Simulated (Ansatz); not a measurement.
# BaTiO3 (P4mm) in Ansatz: notebook

One crystal, BaTiO3, is run at these levels: PBE+D3(BJ), PBE+D4, BLYP+D3(BJ), BLYP+D4, PBE; tasks: relaxation of cell and atoms, single point.

Everything below comes from runs of Ansatz 0.2.0. Logs are shortened: lines on timing, memory, paths and dates and some standing lists are left out, and cuts for length are marked.

## Step 1: The structure

Symmetry: P4mm, No. 99, tetragonal system. Conventional cell: a = 4.000 Å, b = 4.000 Å, c = 4.018 Å, α = 90.00°, β = 90.00°, γ = 90.00°. Around Ba (site symmetry 4mm) lie 12 O at 2.79 to 2.88 Å. Ti (site symmetry 4mm) is surrounded by 6 O at 1.89 to 2.13 Å. Around O (site symmetry 2mm) lie 2 Ti at 2.00 Å. O (site symmetry 4mm) is surrounded by 2 Ti at 1.89 to 2.13 Å.

## Step 2: Relaxation of cell and atoms, PBE+D3(BJ)

input.yaml

```yaml
crystal:
  lattice:
    - [3.9998, 0.0, 0.0]
    - [0.0, 3.9998, 0.0]
    - [0.0, 0.0, 4.018]
  atoms:
    - { symbol: Ba, position: [0.0, 0.0, 0.0] }
    - { symbol: Ti, position: [0.5, 0.5, 0.49] }
    - { symbol: O, position: [0.0, 0.5, 0.517] }
    - { symbol: O, position: [0.5, 0.0, 0.517] }
    - { symbol: O, position: [0.5, 0.5, 0.019] }
hamiltonian:
  xc: pbe
  pseudopotentials: { kind: paw }
  dispersion: d3bj
kpoints:
  mp_grid: { grid: [7, 7, 7] }
scf:
  occupations: { method: fermi_dirac, width: 0.05 }
output:
  forces: true
  stress: true
relax:
  f_tol: 0.01
  max_steps: 40
  cell: { stress_tol: 0.05 }
```

Potentials or basis: Ansatz PAW.

Run with:

```console
$ ansatz run input.yaml --threads 2 --pin off --max-ram 5632MiB --backend cpu --events-out ev --progress --plain --runs-dir out
```

The program printed:

```text
Warning: RAYON_NUM_THREADS=2 ignored (pool sized by the plan → 2); use --threads N
Engine: ansatz 0.2.0, x86_64-unknown-linux-gnu
Pseudopotentials: kind: paw
Pseudopotential: Ba, paw, valence charge 10, recommended cutoff 420 eV (normal), Ba.paw.azcp
Pseudopotential: Ti, paw, valence charge 12, recommended cutoff 420 eV (normal), Ti.paw.azcp
Pseudopotential: O, paw, valence charge 6, recommended cutoff 420 eV (normal), O.paw.azcp
Functional definition: PBE
  parameter kappa = 0.804
  parameter beta = 0.06672455060314922
  exchange = pbe_x(kappa = kappa, mu = beta*pi^2/3)
  correlation = pbe_c(beta = beta)
Crystal: 5 atoms, lattice volume = 64.282 Å³
Basis set: ecut = 420 eV, 1237 PW (Γ), exchange–correlation on 54×54×54 points (8 copies of the dense FFT grid, shifted against one another)
Bands: 25, of which v1, the nominal top of the filled ones, is band 20 counted from 1 (19 counted from 0)
Symmetry: 8 space group operations
Space group: P4mm (ITA 99), of the structure as read, at distance tolerance 4.0e-5 Å
k-points: 40 of 343 (time reversal used)
Non-local potential: Ba, projectors of the file, l = 0: 3, l = 1: 2, l = 2: 2, l = 3: 2
Non-local potential: Ti, projectors of the file, l = 0: 3, l = 1: 2, l = 2: 3, l = 3: 1
Non-local potential: O, projectors of the file, l = 0: 2, l = 1: 2, l = 2: 1
PAW form: soft (Blöchl's): semilocal exchange-correlation on the pseudo side does not see the compensation charge
PAW one-centre angular grid: Ba, 194 points (default); XC on 64 Gauss nodes
PAW one-centre angular grid: Ti, 590 points (default); XC on 64 Gauss nodes
PAW one-centre angular grid: O, 110 points (default); XC on 64 Gauss nodes
Initial density: superposition of atomic densities (neutral atoms: chi_scale 0, normalization atom), corrected by the library's trained network
Initial wavefunctions: pseudopotential atomic-orbital guess
Functional: x = pbe(κ = 0.804, μ = 0.2195149727645171), c = pbe(β = 0.06672455060314922)
SCF iter   1: F=—  HF=-10160.899808 eV  |F-HF|=—  |Δ(HF+E_count)|=         —  Δρ=1.60e-3  dr2=1.00e-3  ethr=1.77e-3  ⟨swp⟩=6.0  Hψ=4985  notcnv=0
preconditioner: auto → Resta (q_TF=auto, 2.521 Å⁻¹)  ε∞=5.9  [insulator: Δε(μ)=1.913 eV  Ē_g=11.890 eV  σ=0.050 eV  W_gap=1.00  n_scr=18 (ndim 8)  ℏωp=26.2 eV  f_vac=0.000  D(μ)=0.00/eV (n_scr^D=0)  ε∞_Penn≈5.9]
SCF iter   2: F=—  HF=-10160.900108 eV  |F-HF|=—  |Δ(HF+E_count)|=   2.99e-4  Δρ=7.82e-4  dr2=2.58e-4  ethr=2.51e-6  ⟨swp⟩=2.0  Hψ=2010  notcnv=0
SCF iter   3: F=—  HF=-10160.900248 eV  |F-HF|=—  |Δ(HF+E_count)|=   1.40e-4  Δρ=1.09e-4  dr2=1.36e-5  ethr=6.46e-7  ⟨swp⟩=2.5  Hψ=1441  notcnv=0
SCF iter   4: F=—  HF=-10160.899518 eV  |F-HF|=—  |Δ(HF+E_count)|=   7.29e-4  Δρ=5.20e-5  dr2=1.79e-6  ethr=3.41e-8  ⟨swp⟩=2.1  Hψ=1744  notcnv=0
SCF iter   5: F=—  HF=-10160.899518 eV  |F-HF|=—  |Δ(HF+E_count)|=   2.05e-9  Δρ=1.75e-5  dr2=1.28e-7  ethr=4.47e-9  ⟨swp⟩=2.3  Hψ=1690  notcnv=0
SCF iter   6: F=-10160.899518 eV  HF=-10160.899518 eV  |F-HF|=1.47e-9  |Δ(HF+E_count)|=   2.38e-9  Δρ=3.72e-6  dr2=5.61e-9  ethr=2.50e-10  ⟨swp⟩=5.0  Hψ=3634  notcnv=0
SCF 1 converged in 6 iterations: F = -10160.899518 eV  dr2 = 5.61e-9
relax step   1: F+E_penalty+E_count = -10160.89951838 eV  Δ(F+E_penalty+E_count) = +0.000e0 eV  max|allowed force component| = 3.115e-1 eV/Å  Δτ_max = 0.0000 Å  P = -0.947 GPa  Ω = 64.282 Å³  (6 SCF iters, dr2 threshold 1.00e-7 eV, accepted)
Crystal: 5 atoms, lattice volume = 64.009 Å³
Initial density: handed on by an earlier stage of this run
Initial wavefunctions: those handed on with the density
iter 1 solved again at ethr=2.55e-6 eV; its pass at ethr=3.10e-3 eV (dr2=1.02e-3 eV) is discarded
SCF iter   1: F=—  HF=-10160.905693 eV  |F-HF|=—  |Δ(HF+E_count)|=         —  Δρ=1.15e-3  dr2=1.07e-3  ethr=2.55e-6  ⟨swp⟩=2.6  Hψ=5138  notcnv=0
preconditioner: auto → Resta (q_TF=auto, 2.523 Å⁻¹)  ε∞=5.8  [insulator: Δε(μ)=1.939 eV  Ē_g=11.951 eV  σ=0.050 eV  W_gap=1.00  n_scr=18 (ndim 8)  ℏωp=26.3 eV  f_vac=0.000  D(μ)=0.00/eV (n_scr^D=0)  ε∞_Penn≈5.8]
SCF iter   2: F=—  HF=-10160.905479 eV  |F-HF|=—  |Δ(HF+E_count)|=   2.14e-4  Δρ=6.18e-4  dr2=3.75e-4  ethr=2.55e-6  ⟨swp⟩=2.0  Hψ=1479  notcnv=0
SCF iter   3: F=—  HF=-10160.904664 eV  |F-HF|=—  |Δ(HF+E_count)|=   8.14e-4  Δρ=1.46e-4  dr2=1.51e-5  ethr=9.38e-7  ⟨swp⟩=2.0  Hψ=1463  notcnv=0
SCF iter   4: F=—  HF=-10160.904662 eV  |F-HF|=—  |Δ(HF+E_count)|=   2.10e-6  Δρ=4.50e-5  dr2=7.02e-7  ethr=3.78e-8  ⟨swp⟩=2.0  Hψ=1777  notcnv=0
[... 95 lines left out ...]
Crystal: 5 atoms, lattice volume = 64.614 Å³
Basis set: ecut = 420 eV, 1293 PW (Γ), exchange–correlation on 54×54×60 points (8 copies of the dense FFT grid, shifted against one another)
iter 1 solved again at ethr=1.32e-7 eV; its pass at ethr=3.10e-3 eV (dr2=5.26e-5 eV) is discarded
SCF iter   1: F=—  HF=-10160.913666 eV  |F-HF|=—  |Δ(HF+E_count)|=         —  Δρ=3.22e-4  dr2=5.80e-5  ethr=1.32e-7  ⟨swp⟩=2.1  Hψ=5080  notcnv=0
preconditioner: auto → Resta (q_TF=auto, 2.519 Å⁻¹)  ε∞=5.7  [insulator: Δε(μ)=1.964 eV  Ē_g=12.045 eV  σ=0.050 eV  W_gap=1.00  n_scr=18 (ndim 8)  ℏωp=26.1 eV  f_vac=0.000  D(μ)=0.00/eV (n_scr^D=0)  ε∞_Penn≈5.7]
SCF iter   2: F=—  HF=-10160.913341 eV  |F-HF|=—  |Δ(HF+E_count)|=   3.25e-4  Δρ=1.84e-4  dr2=2.20e-5  ethr=1.32e-7  ⟨swp⟩=2.4  Hψ=1683  notcnv=0
SCF iter   3: F=—  HF=-10160.913335 eV  |F-HF|=—  |Δ(HF+E_count)|=   5.38e-6  Δρ=2.74e-5  dr2=3.78e-7  ethr=5.50e-8  ⟨swp⟩=2.1  Hψ=1709  notcnv=0
SCF iter   4: F=—  HF=-10160.913335 eV  |F-HF|=—  |Δ(HF+E_count)|=   1.51e-9  Δρ=9.95e-6  dr2=5.13e-8  ethr=9.45e-10  ⟨swp⟩=2.0  Hψ=1712  notcnv=0
iter 5 did not close the SCF: its close was put off for the readings that it lacked (scf_convergence_deferred on its scf_iter line)
SCF iter   5: F=-10160.913335 eV  HF=-10160.913335 eV  |F-HF|=7.66e-10  |Δ(HF+E_count)|=   2.07e-8  Δρ=2.86e-6  dr2=5.82e-9  ethr=1.28e-10  ⟨swp⟩=2.5  Hψ=1754  notcnv=0
SCF iter   6: F=-10160.913335 eV  HF=-10160.913335 eV  |F-HF|=2.36e-11  |Δ(HF+E_count)|=  9.44e-10  Δρ=9.99e-7  dr2=6.31e-10  ethr=1.46e-11  ⟨swp⟩=2.8  Hψ=3370  notcnv=0
SCF 10 converged in 6 iterations: F = -10160.913335 eV  dr2 = 6.31e-10
relax step  10: F+E_penalty+E_count = -10160.91333514 eV  Δ(F+E_penalty+E_count) = +7.221e-5 eV  max|allowed force component| = 1.568e-3 eV/Å  Δτ_max = 0.0022 Å  P = -0.000 GPa  Ω = 64.614 Å³  energy of the carried Pulay correction = -1.351e-4 eV  (6 SCF iters, dr2 threshold 4.70e-8 eV, accepted)
iter 1 solved again at ethr=1.72e-8 eV; its pass at ethr=3.10e-3 eV (dr2=6.90e-6 eV) is discarded
SCF iter   1: F=—  HF=-10160.913717 eV  |F-HF|=—  |Δ(HF+E_count)|=         —  Δρ=8.90e-5  dr2=2.84e-7  ethr=1.72e-8  ⟨swp⟩=3.6  Hψ=8058  notcnv=0
preconditioner: auto → Resta (q_TF=auto, 2.519 Å⁻¹)  ε∞=5.7  [insulator: Δε(μ)=1.968 eV  Ē_g=12.049 eV  σ=0.050 eV  W_gap=1.00  n_scr=18 (ndim 8)  ℏωp=26.1 eV  f_vac=0.000  D(μ)=0.00/eV (n_scr^D=0)  ε∞_Penn≈5.7]
SCF iter   2: F=—  HF=-10160.913430 eV  |F-HF|=—  |Δ(HF+E_count)|=   2.87e-4  Δρ=4.48e-5  dr2=6.25e-8  ethr=7.10e-10  ⟨swp⟩=2.6  Hψ=1861  notcnv=0
SCF iter   3: F=—  HF=-10160.913438 eV  |F-HF|=—  |Δ(HF+E_count)|=   8.15e-6  Δρ=2.27e-5  dr2=1.71e-8  ethr=1.56e-10  ⟨swp⟩=1.2  Hψ=1008  notcnv=0
SCF iter   4: F=—  HF=-10160.913441 eV  |F-HF|=—  |Δ(HF+E_count)|=   2.78e-6  Δρ=1.03e-6  dr2=4.90e-10  ethr=4.27e-11  ⟨swp⟩=2.5  Hψ=1715  notcnv=0
SCF iter   5: F=—  HF=-10160.913441 eV  |F-HF|=—  |Δ(HF+E_count)|=  8.79e-10  Δρ=4.56e-7  dr2=1.08e-10  ethr=1.22e-12  ⟨swp⟩=2.1  Hψ=1576  notcnv=0
SCF iter   6: F=-10160.913441 eV  HF=-10160.913441 eV  |F-HF|=5.46e-12  |Δ(HF+E_count)|=  1.46e-11  Δρ=1.77e-7  dr2=1.44e-11  ethr=1.00e-12  ⟨swp⟩=4.9  Hψ=3493  notcnv=0
SCF 11 converged in 6 iterations: F = -10160.913441 eV  dr2 = 1.44e-11
relax step  11: F+E_penalty+E_count = -10160.91344081 eV  Δ(F+E_penalty+E_count) = -1.057e-4 eV  max|allowed force component| = 1.574e-3 eV/Å  Δτ_max = 0.0000 Å  P = +0.001 GPa  Ω = 64.614 Å³  stress off target by 1.88e-2 GPa  SCF on the basis re-selected at this cell (its energy is not comparable with the rows above)  (6 SCF iters)
basis re-selected at this cell: Δ(F+E_penalty+E_count) = -1.057e-4 eV, ΔP = +0.001 GPa vs the last step (what re-selecting the basis moved, of the pressure what is left beyond the Pulay correction that the steps carried, after the strain that the cell walked since its last selection, with what the two solves' SCF thresholds leave and, on support functions, any second-order correction that the steps lacked; it is no measure of the basis error at this ecutwfc). This SCF's stress stands 1.88e-2 GPa from its target on what of the cell is left free (relax.cell.stress_tol is 5.00e-2 GPa) and its largest allowed force component is 1.57e-3 eV/Å (relax.f_tol is 1.00e-2 eV/Å): within both
SCF converged after 6 iterations
Free energy (F): -10160.913441 eV
Harris-Foulkes:  -10160.913441 eV  (|F-HF|=5.46e-12)
Internal energy: -10160.913441 eV  (E = F + TS)
E sigma→0 (E₀):  -10160.913441 eV
Fermi energy:    11.269342 eV
--- Per-component energies (eV) ---
  E_band       = -143.697256
  E_kinetic    = 970.884818
  E_local      = -2122.830502  (includes V_loc(G=0)·N_el)
  E_nonlocal   = 203.784312
  E_hartree    = 830.069302
  E_xc         = -491.616968
  E_vxc        = -546.327857  (∫ρ·V_xc dr)
  E_paw        = -6744.808669  (= ΣΔE_a)
  E_vpaw       = -309.354024  (= ΣTr[D̂ρ^β])
  E_aug_tail   = 0.007436  (compensation charges beyond the density's cutoff)
  E_ewald      = -2805.088075
  E_disp       = -1.315095  (pairwise vdW)
  E_smearing   = -0.000000  (= −TS)
  E_closure    = -0.000000  (closes the sum)
  Σ components = -10160.913441   (vs F -10160.913441, Δ=0.00e0)
--- Forces (eV/Å), atoms counted from 1 ---
  atom   1  Ba    -0.00000000     0.00000000     0.00006985
  atom   2  Ti     0.00000000     0.00000000    -0.00157374
  atom   3  O     -0.00000000    -0.00000000     0.00102407
  atom   4  O     -0.00000000    -0.00000000     0.00102407
  atom   5  O      0.00000000     0.00000000    -0.00054202
  max |Σ_I F_I| component: 2.24e-6 eV/Å
--- Stress (GPa, compression-positive) ---
       -0.008518      -0.000000      -0.000000
       -0.000000      -0.008518      -0.000000
       -0.000000      -0.000000       0.018824
  P = ⅓ Tr σ = 0.0006 GPa (0.006 kbar)
--- Relaxed structure (9 steps of the walk, 9 accepted, 2 SCFs on fresh bases) ---
  F+E_penalty+E_count = -10160.91344081 eV   max|allowed force component| = 1.574e-3 eV/Å   (the final SCF, on the basis selected at the relaxed cell)
  cell:  # Å, volume = 64.6141 Å³
    - [3.9736633418956377, 1.1538105807438134e-33, 1.2153409583897446e-17]
    - [7.692070538292089e-34, 3.9736633418956377, 2.403772043216278e-34]
    - [1.2208710362543111e-17, 2.414709752898396e-34, 4.0920902721501085]
  atoms:
    - { symbol: Ba, position: [-7.428616263156236e-19, 3.981457379781979e-34, -0.0038061683178789276] }
    - { symbol: Ti, position: [0.5000000000000001, 0.5000000000000001, 0.47939410960673334] }
    - { symbol: O, position: [2.049678613805614e-19, 0.5000000000000001, 0.5180501850580698] }
    - { symbol: O, position: [0.5000000000000001, -1.1134839232950324e-35, 0.5180501850580698] }
    - { symbol: O, position: [0.5000000000000001, 0.5000000000000001, 0.031311688595006] }
```

Run time: 70 s. Hardware: 2 threads of Intel Xeon at 2.50GHz (Skylake/Cascade Lake), shared host; peak memory 0.45 GiB.

Results:

```yaml
Free_energy: -10160.9134 eV
Relaxed_volume: 12.92 Å³/atom
Relaxed_cell: a = 3.974 Å, b = 3.974 Å, c = 4.092 Å, α = 90.00°, β = 90.00°, γ = 90.00°
Space_group_after_relaxing_to_0.05_Å: P4mm (No. 99)
Energy_gained_by_relaxing: 2.8 meV/atom
Ionic_steps: 11
Pressure_after_relaxing: 0.0 GPa
Band_gap_on_the_k_mesh: 1.97 eV
```

Step by step:
```tsv
step	energy change (eV)	largest force (eV/Å)	volume (Å³)
1	0.0000	0.3115	64.28
2	-0.0051	0.1463	64.01
3	-0.0062	0.2113	64.01
4	-0.0080	0.2148	64.05
5	-0.0104	0.1581	64.56
6	-0.0124	0.0059	64.54
7	-0.0124	0.0065	64.53
8	-0.0123	0.0008	64.57
9	-0.0139	0.0010	64.57
10	-0.0138	0.0016	64.61
11	-0.0139	0.0016	64.61
```

Final structure:
```
Ba Ti O
1.0
     3.97366    0.00000    0.00000
     0.00000    3.97366    0.00000
     0.00000    0.00000    4.09209
Ba Ti O
1 1 3
Direct
  0.00000 0.00000 0.99619
  0.50000 0.50000 0.47939
  0.00000 0.50000 0.51805
  0.50000 0.00000 0.51805
  0.50000 0.50000 0.03131
```

Caveat: odd divisions of the mesh miss points on the zone boundary, where band edges often lie, so the gap on the mesh can be too wide; the plane-wave basis is chosen anew once the cell has moved, so the energies of steps on either side of that aren't comparable; the pressure holds a Pulay correction of +0.5 GPa for the finite cutoff; spin-orbit coupling is left out, which moves the levels of the heavy elements. Zero-point motion and thermal expansion aren't in these numbers.

[end of part 1 of 3]
